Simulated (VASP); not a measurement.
# Ta3N5: GW quasiparticle gap, part 4 of 5

How does the gap of Ta3N5 change from the starting functional to GW? The cell has space group Cmcm. The start is a cell from a database of measured crystal structures.

VASP 6.6.1, plane waves and PAW; the level of theory is named at each step.

So far, quasiparticle gap on the mesh (eV): step 4 (evGW0) 2.24. Also gap on the k-mesh (eV): step 3 (empty bands) 1.59.

## (5) QPGW0

This step: QPGW0 on r2SCAN; plane waves and PAW (Ta_sv_GW, N_GW) (VASP 6.6.1).

Here the orbitals are updated too, by diagonalising a Hermitian self-energy in the bands up to NBANDSGW.

INCAR

```
SYSTEM = Ta3N5
PREC = Accurate
ENCUT = 450
ISMEAR = 0
SIGMA = 0.01
LREAL = .FALSE.
METAGGA = R2SCAN
LASPH = .TRUE.
NBANDS = 768
ALGO = QPGW0
NELMGW = 4
ENCUTGW = 140
NOMEGA = 48
PRECFOCK = Fast
NBANDSGW = 80
LWAVE = .FALSE.
LCHARG = .FALSE.
```

POSCAR

```
Ta3N5
1.0
    1.9431000000     -5.1059000000      0.0000000000
    1.9431000000      5.1059000000      0.0000000000
    0.0000000000      0.0000000000     10.2624000000
Ta N
6 10
Direct
    0.8029000000      0.1971000000      0.2500000000
    0.1971000000      0.8029000000      0.7500000000
    0.8654500000      0.1345500000      0.5590600000
    0.1345500000      0.8654500000      0.0590600000
    0.1345500000      0.8654500000      0.4409400000
    0.8654500000      0.1345500000      0.9409400000
    0.2367800000      0.7632200000      0.2500000000
    0.7632200000      0.2367800000      0.7500000000
    0.9529900000      0.0470100000      0.1194900000
    0.0470100000      0.9529900000      0.6194900000
    0.0470100000      0.9529900000      0.8805100000
    0.9529900000      0.0470100000      0.3805100000
    0.6913800000      0.3086200000      0.0737800000
    0.3086200000      0.6913800000      0.5737800000
    0.3086200000      0.6913800000      0.9262200000
    0.6913800000      0.3086200000      0.4262200000
```

KPOINTS

```
Automatic mesh
0
Gamma
4 4 1
0 0 0
```

Potentials, in the order of the species: Ta_sv_GW and N_GW (PBE family, release 64).

Started as:

```bash
> mpirun -np 16 vasp_std
```

What it wrote:

```text
[banner, memory and clock lines left out]
running   16 mpi-ranks, on    1 nodes
 distrk:  each k-point on   16 cores,    1 groups
 distr:  one band on    1 cores,   16 groups

 POSCAR found type information on POSCAR TaN
 POSCAR found :  2 types and      16 ions
 [... a notice as in an earlier step ...]

 [... a notice as in an earlier step ...]

 [... a notice as in an earlier step ...]

 LDA part: xc-table for (None), standard interpolation
 found WAVECAR, reading the header
 POSCAR, INCAR and KPOINTS ok, starting setup
 FFT: planning ... GRIDC
 FFT: planning ... GRID_SOFT
 FFT: planning ... GRID
 reading WAVECAR
 the WAVECAR file was read successfully
 initial charge from wavefunction
 available memory per node:     34.91 GB, setting MAXMEM to     35748

 The Fermi energy was updated, please check that it is located mid-gap
 values below the HOMO (VB) or above the LUMO (CB) will cause erroneous energies
 E-fermi :   7.1169

 calculate exact exchange contribution
 the WAVEDER file was read successfully
 [... a notice as in an earlier step ...]

energies w=
    0.000    0.000    1.053    0.000    2.101    0.000    3.140    0.000
    4.168    0.000    5.181    0.000    6.177    0.000    7.155    0.000
    8.114    0.000    9.056    0.000    9.981    0.000   10.890    0.000
   11.787    0.000   12.673    0.000   13.552    0.000   14.426    0.000
   15.299    0.000   16.175    0.000   17.057    0.000   17.950    0.000
   18.858    0.000   19.786    0.000   20.741    0.000   21.727    0.000
   22.753    0.000   23.828    0.000   24.959    0.000   26.159    0.000
   27.440    0.000   28.819    0.000   30.317    0.000   31.954    0.000
   33.763    0.000   35.782    0.000   38.058    0.000   40.656    0.000
   43.659    0.000   47.184    0.000   51.392    0.000   56.513    0.000
   62.893    0.000   71.068    0.000   81.919    0.000   97.008    0.000
  119.380    0.000  155.873    0.000  225.738    0.000  412.100    0.000
 responsefunction array rank=     800
 LDA part: xc-table for (None), standard interpolation

 min. memory requirement per mpi rank    910.9 MB, per node  14575.2 MB

 allocating   3 responsefunctions rank=   800
 shmem allocating  48 responsefunctions rank=   800
 response function shared by NCSHMEM nodes    1
 Doing            3  frequencies on each core in blocks of           48
NQ=   1    0.0000    0.0000    0.0000,
|.........|.........|.........|.........|.........|.........|.........|.........
 performed       2301000 updates of chi_q(r,r)
 total number of BLAS operations      11464.11 Gflops
NQ=   2    0.2500   -0.0000    0.0000,
|.........|.........|.........|.........|.........|.........|.........|.........
 performed       5708000 updates of chi_q(r,r)
 total number of BLAS operations      27128.43 Gflops
NQ=   3    0.5000   -0.0000    0.0000,
|.........|.........|.........|.........|.........|.........|.........|.........
 performed       8378000 updates of chi_q(r,r)
 total number of BLAS operations      39861.47 Gflops
NQ=   4    0.2500    0.2500    0.0000,
|.........|.........|.........|.........|.........|.........|.........|.........
 performed      11171000 updates of chi_q(r,r)
 total number of BLAS operations      52905.78 Gflops
NQ=   5    0.5000    0.2500    0.0000,
|.........|.........|.........|.........|.........|.........|.........|.........
 performed      14578000 updates of chi_q(r,r)
 total number of BLAS operations      68819.07 Gflops
NQ=   6   -0.2500    0.2500    0.0000,
|.........|.........|.........|.........|.........|.........|.........|.........
 performed      17494000 updates of chi_q(r,r)
 total number of BLAS operations      82294.95 Gflops
NQ=   7    0.5000    0.5000    0.0000,
|.........|.........|.........|.........|.........|.........|.........|.........
 performed      19795000 updates of chi_q(r,r)
 total number of BLAS operations      92875.90 Gflops
 resolving degeneracies of screened two electron integrals

 calculate QP shifts <psi_nk| G(iteration)W_0 |psi_nk>: iteration 1

 QP shifts <psi_nk| G(iteration)W_0 |psi_nk>: iteration 1
 NQ=           1  operations           8
 NQ=           2  operations           2
 NQ=           3  operations           4
 NQ=           4  operations           4
 NQ=           5  operations           2
 NQ=           6  operations           4
 NQ=           7  operations           8
 allocating   3 responsefunctions rank=   800
 shmem allocating  48 responsefunctions rank=   800
 response function shared by NCSHMEM nodes    1
 Doing            3  frequencies on each core in blocks of           48
NQ=   1    0.0000    0.0000    0.0000,
|.........|.........|.........|.........|.........|.........|.........|.........
 performed       2301000 updates of chi_q(r,r)
 total number of BLAS operations      11464.11 Gflops
NQ=   2    0.2500   -0.0000    0.0000,
|.........|.........|.........|.........|.........|.........|.........|.........
 performed       5708000 updates of chi_q(r,r)
 total number of BLAS operations      27128.43 Gflops
NQ=   3    0.5000   -0.0000    0.0000,
|.........|.........|.........|.........|.........|.........|.........|.........
 performed       8378000 updates of chi_q(r,r)
 total number of BLAS operations      39861.47 Gflops
NQ=   4    0.2500    0.2500    0.0000,
|.........|.........|.........|.........|.........|.........|.........|.........
 performed      11171000 updates of chi_q(r,r)
 total number of BLAS operations      52905.78 Gflops
NQ=   5    0.5000    0.2500    0.0000,
|.........|.........|.........|.........|.........|.........|.........|.........
 performed      14578000 updates of chi_q(r,r)
 total number of BLAS operations      68819.07 Gflops
NQ=   6   -0.2500    0.2500    0.0000,
|.........|.........|.........|.........|.........|.........|.........|.........
 performed      17494000 updates of chi_q(r,r)
 total number of BLAS operations      82294.95 Gflops
NQ=   7    0.5000    0.5000    0.0000,
|.........|.........|.........|.........|.........|.........|.........|.........
 performed      19795000 updates of chi_q(r,r)
 total number of BLAS operations      92875.90 Gflops
 resolving degeneracies of screened two electron integrals

 QP shifts <psi_nk| G(iteration)W_0 |psi_nk>: iteration 2
 NQ=           1  operations           8
 NQ=           2  operations           2
 NQ=           3  operations           4
 NQ=           4  operations           4
 NQ=           5  operations           2
 NQ=           6  operations           4
 NQ=           7  operations           8
 allocating   3 responsefunctions rank=   800
 shmem allocating  48 responsefunctions rank=   800
 response function shared by NCSHMEM nodes    1
 Doing            3  frequencies on each core in blocks of           48
NQ=   1    0.0000    0.0000    0.0000,
|.........|.........|.........|.........|.........|.........|.........|.........
 performed       2301000 updates of chi_q(r,r)
 total number of BLAS operations      11464.11 Gflops
NQ=   2    0.2500   -0.0000    0.0000,
|.........|.........|.........|.........|.........|.........|.........|.........
 performed       5708000 updates of chi_q(r,r)
 total number of BLAS operations      27128.43 Gflops
NQ=   3    0.5000   -0.0000    0.0000,
|.........|.........|.........|.........|.........|.........|.........|.........
 performed       8378000 updates of chi_q(r,r)
 total number of BLAS operations      39861.47 Gflops
NQ=   4    0.2500    0.2500    0.0000,
|.........|.........|.........|.........|.........|.........|.........|.........
 performed      11171000 updates of chi_q(r,r)
 total number of BLAS operations      52905.78 Gflops
NQ=   5    0.5000    0.2500    0.0000,
|.........|.........|.........|.........|.........|.........|.........|.........
 performed      14578000 updates of chi_q(r,r)
 total number of BLAS operations      68819.07 Gflops
NQ=   6   -0.2500    0.2500    0.0000,
|.........|.........|.........|.........|.........|.........|.........|.........
 performed      17494000 updates of chi_q(r,r)
 total number of BLAS operations      82294.95 Gflops
NQ=   7    0.5000    0.5000    0.0000,
|.........|.........|.........|.........|.........|.........|.........|.........
 performed      19795000 updates of chi_q(r,r)
 total number of BLAS operations      92875.90 Gflops
 resolving degeneracies of screened two electron integrals

 QP shifts <psi_nk| G(iteration)W_0 |psi_nk>: iteration 3
 NQ=           1  operations           8
 NQ=           2  operations           2
 NQ=           3  operations           4
 NQ=           4  operations           4
 NQ=           5  operations           2
 NQ=           6  operations           4
 NQ=           7  operations           8
 allocating   3 responsefunctions rank=   800
 shmem allocating  48 responsefunctions rank=   800
 response function shared by NCSHMEM nodes    1
 Doing            3  frequencies on each core in blocks of           48
NQ=   1    0.0000    0.0000    0.0000,
|.........|.........|.........|.........|.........|.........|.........|.........
 performed       2301000 updates of chi_q(r,r)
 total number of BLAS operations      11464.11 Gflops
NQ=   2    0.2500   -0.0000    0.0000,
|.........|.........|.........|.........|.........|.........|.........|.........
 performed       5708000 updates of chi_q(r,r)
 total number of BLAS operations      27128.43 Gflops
NQ=   3    0.5000   -0.0000    0.0000,
|.........|.........|.........|.........|.........|.........|.........|.........
 performed       8378000 updates of chi_q(r,r)
 total number of BLAS operations      39861.47 Gflops
NQ=   4    0.2500    0.2500    0.0000,
|.........|.........|.........|.........|.........|.........|.........|.........
 performed      11171000 updates of chi_q(r,r)
 total number of BLAS operations      52905.78 Gflops
NQ=   5    0.5000    0.2500    0.0000,
|.........|.........|.........|.........|.........|.........|.........|.........
 performed      14578000 updates of chi_q(r,r)
 total number of BLAS operations      68819.07 Gflops
NQ=   6   -0.2500    0.2500    0.0000,
|.........|.........|.........|.........|.........|.........|.........|.........
 performed      17494000 updates of chi_q(r,r)
 total number of BLAS operations      82294.95 Gflops
NQ=   7    0.5000    0.5000    0.0000,
|.........|.........|.........|.........|.........|.........|.........|.........
 performed      19795000 updates of chi_q(r,r)
 total number of BLAS operations      92875.90 Gflops
 resolving degeneracies of screened two electron integrals

 QP shifts <psi_nk| G(iteration)W_0 |psi_nk>: iteration 4
 NQ=           1  operations           8
 NQ=           2  operations           2
 NQ=           3  operations           4
 NQ=           4  operations           4
 NQ=           5  operations           2
 NQ=           6  operations           4
 NQ=           7  operations           8
 entering main loop
```

Elapsed: 70 min, on 16 MPI ranks of Intel Xeon Platinum 8259CL at 2.50GHz (Skylake/Cascade Lake), shared host; peak memory 17 GiB.

Parts of OUTCAR (step 5):

```text
   NELECT =     128.0000    total number of electrons

 E-fermi :   7.1169

 QP shifts <psi_nk| G(iteration)W_0 |psi_nk>: iteration 1
 k-point   1 :       0.0000    0.0000    0.0000
  band No. DFT-energies  QP-energies  QP-e(diag)   sigma(DFT)    Z            occupation
    ...
     61       5.4921       5.4393       5.4305       5.4116       0.7659       2.0000
     62       5.7879       5.7470       5.7442       5.7311       0.7677       2.0000
     63       6.0297       6.0623       6.0508       6.0570       0.7730       2.0000
     64       6.3240       6.2712       6.2678       6.2510       0.7694       2.0000
     65       8.1435       8.6713       8.6712       8.8097       0.7921       0.0000
     66       8.4364       8.9886       8.9877       9.1341       0.7903       0.0000
     67       8.8229       9.3978       9.4030       9.5575       0.7897       0.0000
     68       9.1623       9.7464       9.7463       9.9067       0.7846       0.0000
    ...

 k-point   2 :       0.2500   -0.0000    0.0000
  band No. DFT-energies  QP-energies  QP-e(diag)   sigma(DFT)    Z            occupation
    ...
     61       5.4059       5.3435       5.3404       5.3206       0.7677       2.0000
     62       5.5724       5.4877       5.4848       5.4583       0.7673       2.0000
     63       5.7103       5.6865       5.6829       5.6747       0.7688       2.0000
     64       6.2323       6.2197       6.2155       6.2105       0.7691       2.0000
     65       8.6482       9.2180       9.2181       9.3683       0.7914       0.0000
     66       9.2519       9.8354       9.8353       9.9950       0.7851       0.0000
     67       9.3965       9.9607       9.9607      10.1094       0.7915       0.0000
     68       9.5798      10.2145      10.2204      10.3963       0.7846       0.0000
    ...

 QP shifts <psi_nk| G(iteration)W_0 |psi_nk>: iteration 2
 k-point   1 :       0.0000    0.0000    0.0000
  band No. DFT-energies  QP-energies  QP-e(diag)   sigma(DFT)    Z            occupation
    ...
     61       5.4393       5.4065       5.4039       5.3932       0.7680       2.0000
     62       5.7470       5.7243       5.7226       5.7153       0.7703       2.0000
     63       6.0623       6.0365       6.0324       6.0238       0.7747       2.0000
     64       6.2712       6.2422       6.2411       6.2321       0.7713       2.0000
     65       8.6713       8.7423       8.7421       8.7606       0.7934       0.0000
     66       8.9886       9.0606       9.0601       9.0789       0.7914       0.0000
     67       9.3978       9.4710       9.4706       9.4897       0.7919       0.0000
     68       9.7464       9.8313       9.8311       9.8543       0.7854       0.0000
    ...

 QP shifts <psi_nk| G(iteration)W_0 |psi_nk>: iteration 3
 k-point   1 :       0.0000    0.0000    0.0000
  band No. DFT-energies  QP-energies  QP-e(diag)   sigma(DFT)    Z            occupation
    ...
     61       5.4065       5.3833       5.3811       5.3735       0.7694       2.0000
     62       5.7243       5.7046       5.7027       5.6963       0.7705       2.0000
     63       6.0365       6.0113       6.0074       5.9990       0.7751       2.0000
     64       6.2422       6.2195       6.2185       6.2114       0.7714       2.0000
     65       8.7423       8.7532       8.7530       8.7557       0.7936       0.0000
     66       9.0606       9.0710       9.0703       9.0729       0.7916       0.0000
     67       9.4710       9.4833       9.4824       9.4854       0.7924       0.0000
     68       9.8313       9.8483       9.8480       9.8526       0.7852       0.0000
    ...

 QP shifts <psi_nk| G(iteration)W_0 |psi_nk>: iteration 4
 k-point   1 :       0.0000    0.0000    0.0000
  band No. DFT-energies  QP-energies  QP-e(diag)   sigma(DFT)    Z            occupation
    ...
     61       5.3833       5.3711       5.3689       5.3646       0.7694       2.0000
     62       5.7046       5.6927       5.6907       5.6866       0.7706       2.0000
     63       6.0113       5.9966       5.9928       5.9874       0.7751       2.0000
     64       6.2195       6.2069       6.2058       6.2018       0.7714       2.0000
     65       8.7532       8.7542       8.7540       8.7543       0.7937       0.0000
     66       9.0710       9.0718       9.0712       9.0712       0.7916       0.0000
     67       9.4833       9.4866       9.4857       9.4863       0.7924       0.0000
     68       9.8483       9.8524       9.8521       9.8532       0.7852       0.0000
    ...

[... 16 parts as in an earlier step ...]

[... 24 further parts left out ...]
```

This step gave:

```
quasiparticle gap on the mesh                 : 2.286 eV
smallest direct quasiparticle gap on the mesh : 2.532 eV
```

QP gap by iteration, by row:

| iteration | gap (eV) | direct gap (eV) |
| --- | --- | --- |
| 1 | 2.133 | 2.376 |
| 2 | 2.232 | 2.48 |
| 3 | 2.269 | 2.517 |
| 4 | 2.286 | 2.532 |

GW takes the gap from 1.586 to 2.286 eV. That is +44 meV against evGW0 on r2SCAN. The last pass still moved it by +16 meV. The mesh misses a band edge: at the starting level the path gave a gap 0.04 eV smaller. Spin-orbit coupling is left out. The value holds for 768 bands, ENCUTGW = 140 eV and this mesh, and isn't shown to be converged in them. VASP warns that the automatic setting of its frequency mesh failed and advises more k points, so the value is in doubt.

[end of part 4 of 5]

[Lines on the potential files, build, host, timing and source positions are cut from VASP's logs without a mark.]

[Logs are printed without paths, hosts, clocks, repeated set-up lines and the standing remarks that a program may print on its own settings, such as how far it seeks lower states.]

[Hosts, paths, dates, database ids (printed as entryN), source tags and the programs' standing remarks are cut or masked in the printed files.]

[Pressures printed for these runs are not shown converged in the cutoff: they can be off by several GPa and have the wrong sign.]
